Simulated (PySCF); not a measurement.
Theory: delta-SCF UKS SCAN, pcX-2 on the ionised atom, pcseg-1 elsewhere, spin-free X2C in PySCF. Geometries: PBE0-D3(BJ)/def2-SVP; isolated species, one conformer each. Values against the vacuum level.

(1) Order these sites by rising C 1s binding energy.
A. C2 in `[CH3:1][CH2:2][Si@@H:3]1[O:4][SiH2:5][CH2:6][C@H:7]1[C:8]#[N:9]`
B. C6 in `[CH2:1]=[C:2]([CH3:3])[B:4]([O:5][CH3:6])[O:7][CH2:8][F:9]`
C. Carbon in `NC(N)=O`
D. C2 in `[CH3:1][CH:2]([CH3:3])[N:4]([SiH3:5])[C:6]([CH3:7])([CH3:8])[CH3:9]`

(2) Rank by computed O 1s binding energy, lowest first.
A. Oxygen in `NC(N)=O`
B. Oxygen in `CC[Si@@H]1O[SiH2]C[C@H]1C#N`
C. O5 in `[CH2:1]=[C:2]([CH3:3])[B:4]([O:5][CH3:6])[O:7][CH2:8][F:9]`

(3) Order these sites by rising N 1s binding energy.
A. Nitrogen in `CC(C)N([SiH3])C(C)(C)C`
B. Nitrogen in `NC(N)=O`
C. Nitrogen in `CC[Si@@H]1O[SiH2]C[C@H]1C#N`

Answers

(1) A (290.52 eV), D (291.12 eV), B (292.30 eV), C (294.67 eV).

From the lowest up, the atoms are bonded to: C, 2 H and Si (290.52); N, 2 C and H (291.12); O and 3 H (292.30); O (double bond) and 2 N (294.67).

(2) A (536.73 eV), B (537.84 eV), C (538.42 eV).

The highest is bonded to C and B, the lowest to C (double bond); the range is 1.69 eV.

(3) A (403.61 eV), C (404.49 eV), B (406.02 eV).

The highest is bonded to C and 2 H, the lowest to 2 C and Si; the range is 2.41 eV.
